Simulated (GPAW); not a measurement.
# CdTe (F-43m) in GPAW: settings compared

One crystal, CdTe, is run at these levels: r2SCAN, TB-mBJ; tasks: equation of state, single point.

All numbers are computed with GPAW 26.7.0; they aren't measurements. Logs are shortened: lines on timing, memory, paths and dates and some standing lists are left out, and cuts for length are marked. The log counts tension as positive stress, the text compression.

**Experimental background.**

A printed reference work, data compilation reports, for a bulk crystal of CdTe at 0 K: band gap 1.607 eV.

The runs below are set against these values where they give the same quantity.

## (1) The structure

The structure is cubic, space group F-43m (No. 216). The conventional cell has a = 6.410 Å, b = 6.410 Å, c = 6.410 Å, α = 90.00°, β = 90.00°, γ = 90.00°. Around Te (site symmetry -43m) lie 4 Cd at 2.78 Å. Cd (site symmetry -43m) has 4 Te at 2.78 Å as nearest neighbours.

## (2) Equation of state, r2SCAN

Contents of run.py:

```python
from ase import Atoms
from ase.eos import EquationOfState
from ase.io import Trajectory
from ase.units import GPa
from gpaw import GPAW, PW

atoms = Atoms(['Te', 'Cd'],
              cell=[[0.0, 3.205, 3.205],
                    [3.205, 0.0, 3.205],
                    [3.205, 3.205, 0.0]],
              scaled_positions=[[0.75, 0.75, 0.75],
                                [0.0, 0.0, 0.0]],
              pbc=True)

traj = Trajectory('eos.traj', 'w')
volumes, energies = [], []
for x in [0.94, 0.96, 0.98, 1.0, 1.02, 1.04, 1.06]:
    a = atoms.copy()
    a.set_cell(atoms.cell * x**(1 / 3), scale_atoms=True)
    calc = GPAW(mode=PW(600),
                xc='MGGA_X_R2SCAN+MGGA_C_R2SCAN',
                kpts={'size': (7, 7, 7), 'gamma': True},
                occupations={'name': 'fermi-dirac', 'width': 0.05},
                nbands=18,
                convergence={'density': 1e-05, 'energy': 1e-05},
                maxiter=150,
                txt=f'eos-{x:.2f}.txt')
    a.calc = calc
    energies.append(a.get_potential_energy(force_consistent=True))
    volumes.append(a.get_volume())
    p = -a.get_stress()[:3].mean() / GPa
    calc.write(f'eos-{x:.2f}.gpw')
    traj.write(a)
    print(f'{x:.2f} {volumes[-1]:10.4f} A^3 {energies[-1]:14.6f} eV {p:9.3f} GPa', flush=True)

v0, e0, B = EquationOfState(volumes, energies, eos='birchmurnaghan').fit()
print(f'V0 = {v0:.4f} A^3, E0 = {e0:.6f} eV, B0 = {B / GPa:.2f} GPa')
```

Potentials or basis: GPAW PAW data sets (gpaw-data 1.2.1), pw.

The run is started by

```sh
OMP_NUM_THREADS=1 python run.py
```

The log of the run:

```text
__  _  _
 | _ |_)|_||  |
 |__||  | ||/\| - 26.7.0

Input parameters:
  mode=PW(ecut=600.0),
  convergence={'density': 1e-05, 'energy': 1e-05},
  kpts=MonkhorstPack(size=(7, 7, 7), gamma=True),
  maxiter=150,
  nbands=18,
  occupations=Occupations(name='fermi-dirac', width=0.05),
  xc=XC(name='MGGA_X_R2SCAN+MGGA_C_R2SCAN')

Diagonalizing LCAO Hamiltonian
Converting LCAO to pw mode

                     Te

       Cd

Atoms  # Å, Bohr magnetons
|   | symbol |        x |        y |        z |    initial magnetic moments |
|---|--------|----------|----------|----------|-----------------------------|
| 0 |     Te | 4.742526 | 4.742526 | 4.742526 | ( 0.0000,  0.0000,  0.0000) |
| 1 |     Cd | 0.000000 | 0.000000 | 0.000000 | ( 0.0000,  0.0000,  0.0000) |

Unit cell  # Å
| periodic |        x |        y |        z |  lengths |    angles |
|----------|----------|----------|----------|----------|-----------|
|      yes | 0.000000 | 3.161684 | 3.161684 | 4.471296 | 60.000000 |
|      yes | 3.161684 | 0.000000 | 3.161684 | 4.471296 | 60.000000 |
|      yes | 3.161684 | 3.161684 | 0.000000 | 4.471296 | 60.000000 |

Number of symmetries: 24
Symmetry operations  # r_c * U_cc + t_c -> r_c
|    | kind |            matrix            |
|----|------|------------------------------|
|  0 |  E   |  1, 0, 0,  0, 1, 0,  0, 0, 1 |
|  1 |  σ   |  1, 0, 0,  0, 0, 1,  0, 1, 0 |
|  2 |  σ   |  1, 0,-1,  0, 1,-1,  0, 0,-1 |
|  3 |  C3  |  1, 0,-1,  0, 0,-1,  0, 1,-1 |
|  4 |  C3  |  1,-1, 0,  0,-1, 1,  0,-1, 0 |
|  5 |  σ   |  1,-1, 0,  0,-1, 0,  0,-1, 1 |
|  6 |  σ   |  0, 1, 0,  1, 0, 0,  0, 0, 1 |
|  7 |  C3  |  0, 1, 0,  0, 0, 1,  1, 0, 0 |
|  8 |  C2  |  0, 1,-1,  1, 0,-1,  0, 0,-1 |
|  9 |  S4  |  0, 1,-1,  0, 0,-1,  1, 0,-1 |
| 10 |  C3  |  0, 0, 1,  1, 0, 0,  0, 1, 0 |
| 11 |  σ   |  0, 0, 1,  0, 1, 0,  1, 0, 0 |
| 12 |  S4  |  0, 0,-1,  1, 0,-1,  0, 1,-1 |
| 13 |  C3  |  0, 0,-1,  0, 1,-1,  1, 0,-1 |
| 14 |  S4  |  0,-1, 1,  1,-1, 0,  0,-1, 0 |
| 15 |  C2  |  0,-1, 1,  0,-1, 0,  1,-1, 0 |
| 16 |  C3  |  0,-1, 0,  1,-1, 0,  0,-1, 1 |
| 17 |  S4  |  0,-1, 0,  0,-1, 1,  1,-1, 0 |
| 18 |  S4  | -1, 1, 0, -1, 0, 1, -1, 0, 0 |
| 19 |  C3  | -1, 1, 0, -1, 0, 0, -1, 0, 1 |
| 20 |  C3  | -1, 0, 1, -1, 1, 0, -1, 0, 0 |
| 21 |  S4  | -1, 0, 1, -1, 0, 0, -1, 1, 0 |
| 22 |  σ   | -1, 0, 0, -1, 1, 0, -1, 0, 1 |
| 23 |  C2  | -1, 0, 0, -1, 0, 1, -1, 1, 0 |

BZ-sampling:
  Number of BZ points: 343
  Number of IBZ points: 20

  Monkhorst-Pack size: [7, 7, 7]
  Monkhorst-Pack shift: [0, 0, 0]

K-points  # in reciprocal-cell coordinates
|     |                                coordinates |     weight |
|-----|--------------------------------------------|------------|
|   0 | (  0.00000000,   0.00000000,   0.00000000) | 0.00291545 |
|   1 | (  0.14285714,   0.14285714,   0.00000000) | 0.01749271 |
|   2 | (  0.14285714,   0.14285714,   0.14285714) | 0.02332362 |
|   3 | (  0.28571429,   0.14285714,   0.14285714) | 0.03498542 |
|   4 | (  0.28571429,   0.28571429,   0.00000000) | 0.01749271 |
|   5 | (  0.28571429,   0.28571429,   0.14285714) | 0.06997085 |
|   6 | (  0.28571429,   0.28571429,   0.28571429) | 0.02332362 |
|   7 | (  0.42857143,  -0.28571429,  -0.28571429) | 0.03498542 |
|   8 | (  0.42857143,   0.28571429,  -0.42857143) | 0.13994169 |
|   9 | (  0.42857143,   0.28571429,  -0.28571429) | 0.06997085 |
| ... |                                            |            |
|  19 | (  0.42857143,   0.42857143,   0.42857143) | 0.02332362 |

Plane wave coefficients: 2129
Cutoff: 600.0 eV

Spin-components: 1 (collinear spins)
Bands:           18
Projectors:      11
Spin-degeneracy: 2
Datatype:        complex128

Parallelization:
  kpt:    1
  domain: 1
  band:   1

Density:
  Valence electrons: 18.0
  Components: 1
  Grid points: [27 27 27]
  Charge: 0.0  # |e|

Potential:
  Grid points: [27 27 27]

species:
  Te:
    name:    Tellurium
    Z:       52.0
    valence: 6
    core:    46
    charge:  0.0  # [|e|]
    compensation charges:
      type: gauss
      rc: 0.36  # [Å]
      lmax: 2
    cutoffs:
      filter: 2.09  # [Å]
      core: 3.17  # [Å]
    projectors
    | kind |    occ | energy [eV] | rcut [Å] |
    |------|--------|-------------|----------|
    |   5s |  2.000 |     -15.089 |    1.180 |
    |   5p |  4.000 |      -5.955 |    1.196 |
    |    s |        |      12.123 |    1.180 |
    |    p |        |      21.256 |    1.196 |
    |    d |        |       0.000 |    1.238 |

    Using partial waves for Te as LCAO basis

  Cd:
    name:    Cadmium
    Z:       48.0
    valence: 12
    core:    36
    charge:  0.0  # [|e|]
    compensation charges:
      type: gauss
      rc: 0.38  # [Å]
      lmax: 2
    cutoffs:
      filter: 2.12  # [Å]
      core: 2.62  # [Å]
    projectors
    | kind |    occ | energy [eV] | rcut [Å] |
    |------|--------|-------------|----------|
    |   5s |  2.000 |      -5.655 |    1.191 |
    |   5p |  0.000 |      -1.186 |    1.228 |
    |   4d | 10.000 |     -11.739 |    1.164 |
    |    s |        |      21.556 |    1.191 |
    |    p |        |      26.026 |    1.228 |
    |    d |        |      15.473 |    1.164 |

    Using partial waves for Cd as LCAO basis

Reference energy: -336963.801770  # eV

eigensolver:
  PPCG
  Converge bands: occupied
  niter=2

density mixing:
  MSR1-Mixer
  Pratt-step length: 0.05
  Maximum mixing coefficient: 0.75
  Old densities: 10
  SVD Regularization: 0.005
  Good broyden scale: 1.0
  Trust region scale: 1.0
  Backstep threshold: 4.0
  History deletion threshold: 6.0
  Fourier metric: weight=20.0, sigma=0.015

occupation numbers:
  Fermi-Dirac:
    width: 0.0500  # eV

poisson solver:
  ecut: 4800.0  # eV

xc functional:
  name: MGGA_X_R2SCAN+MGGA_C_R2SCAN with 2 nearest neighbor stencil

convergence criteria:
[... 6 lines left out ...]
|iter     | |      energy | eigst |  dens |
|---------|-|-------------|-------|-------|
|iter:   1| |  -36.113422 | -0.27 |       |
|iter:   2| |  -34.325154 | -1.23 | -1.31 |
|iter:   3| |  -34.314315 | -1.84 | -1.28 |
|iter:   4| |  -34.295104 | -2.60 | -1.46 |
|iter:   5| |  -34.277381 | -2.99 | -1.59 |
|iter:   6| |  -34.278480 | -4.20 | -2.30 |
|iter:   7| |  -34.278651 | -4.85 | -2.65 |
|iter:   8| |  -34.278668 | -6.25 | -3.21 |
|iter:   9| |  -34.278668c| -6.51 | -3.44 |
|iter:  10| |  -34.278668c| -8.32c| -4.73 |
|iter:  11| |  -34.278668c| -7.92c| -5.08c|

Converged in 11 steps
Energy contributions relative to reference atoms: (reference = -336963.801770)

Energy contributions:
  Kinetic:          29.044209
  Coulomb:         -25.399253
  Zero:             -0.011723
  External:          0.000000
  Xc:              -37.911901
  Entropy:          -0.000000
  Spinorbit:         0.000000
  ----------------------------
  Free energy:     -34.278668
  Extrapolated:    -34.278668

dipole moment: (-16.065714, -16.065714, -16.065714)  # |e|*Ang

Fermi level: 5.093
Eigenvalues  # (at kpt = [0.000, 0.000, 0.000])
| band index |      eig [eV] | occ [0-2] |
|------------|---------------|-----------|
|          0 |        -7.687 |     2.000 |
|          1 |        -4.507 |     2.000 |
|          2 |        -4.507 |     2.000 |
|          3 |        -4.507 |     2.000 |
|          4 |        -4.150 |     2.000 |
|          5 |        -4.150 |     2.000 |
[... 10 lines left out ...]
|         16 |        14.986 |     0.000 |
|         17 |        14.986 |     0.000 |

Gap: 1.506 eV
Transition (v -> c):
  (s=0, k=0, n=8, [0.00, 0.00, 0.00]) -> (s=0, k=0, n=9, [0.00, 0.00, 0.00])
No difference between direct/indirect transitions

Stress tensor  # eV/Ang^3
|         x |         y |         z |
|-----------|-----------|-----------|
| -0.033029 | -0.000000 | -0.000000 |
| -0.000000 | -0.033029 |  0.000000 |
| -0.000000 |  0.000000 | -0.033029 |

# Writing to eos-0.96.gpw (mode='')
```

Wall time 6.1 min (1 thread of Arm Neoverse V2, shared host); peak memory 0.96 GiB.

Results:

```
Equilibrium volume : 35.03 Å³/atom (rough: see the caveat)
Bulk modulus       : 41 GPa (rough)
```

Energy against volume, from the lowest point:
```tsv
volume (Å³/atom)	energy (meV/atom)
30.947	76.10
31.605	51.42
32.263	32.25
32.922	17.98
33.580	8.15
34.239	2.29
34.897	0.00
```

Caveat: the minimum lies outside the volumes run; the PAW data sets were made with another functional, which shifts forces and pressure a little.

## (3) Single point, TB-mBJ

Contents of run.py:

```python
from ase import Atoms
from ase.dft.bandgap import bandgap
from ase.io import write
from gpaw import GPAW, PW

atoms = Atoms(['Te', 'Cd'],
              cell=[[0.0, 3.205, 3.205],
                    [3.205, 0.0, 3.205],
                    [3.205, 3.205, 0.0]],
              scaled_positions=[[0.75, 0.75, 0.75],
                                [0.0, 0.0, 0.0]],
              pbc=True)

calc = GPAW(mode=PW(600),
            xc='TB09',
            kpts={'size': (8, 8, 8), 'gamma': True},
            occupations={'name': 'fermi-dirac', 'width': 0.05},
            nbands=18,
            convergence={'density': 1e-05, 'energy': 1e-05},
            eigensolver='cg',
            maxiter=150,
            txt='gpaw.txt')
atoms.calc = calc
energy = atoms.get_potential_energy()
calc.write('gs.gpw')
write('result.traj', atoms)
print('Fermi level:', round(calc.get_fermi_level(), 4), 'eV')
print(f'Gap: {bandgap(calc)[0]:.4f} eV, direct: {bandgap(calc, direct=True)[0]:.4f} eV')
```

Potentials or basis: GPAW PAW data sets for LDA (gpaw-data 1.2.1), pw.

The run is started by

```sh
OMP_NUM_THREADS=1 python run.py
```

Wall time 62 s (1 thread of Arm Neoverse V2, shared host); peak memory 0.32 GiB.

Results (log left out):

```yaml
Band_gap_on_the_k_mesh: 1.90 eV, direct
```

Levels at points of the mesh, in eV from the valence-band top:
```
           k point  band 5  band 6  band 7  band 8  band 9  band 10  band 11  band 12  band 13  band 14
(0.00, 0.00, 0.00)   -8.18   -8.18    0.00    0.00    0.00     1.90     5.15     5.15     5.15     8.55
(0.50, 0.50, 0.00)   -8.15   -7.60   -4.06   -1.82   -1.82     3.22     3.27     9.79    10.03    10.03
(0.50, 0.50, 0.50)   -8.17   -7.78   -4.22   -0.75   -0.75     2.65     5.66     5.66     7.98     9.61
```

Caveat: a model potential gives levels but no total energy; the PAW data sets were made with another functional, which shifts forces and pressure a little; spin-orbit coupling is left out, which moves the levels of the heavy elements.

## (4) Comparison with measurements

Step 3. Against the measured gap of CdTe, 1.607 eV (0 K; a printed reference work, data compilation), the calculated 1.90 eV is off by +0.29 eV. Spin-orbit coupling on Cd, Te is left out. The value is that of TB-mBJ, without temperature or zero-point motion.
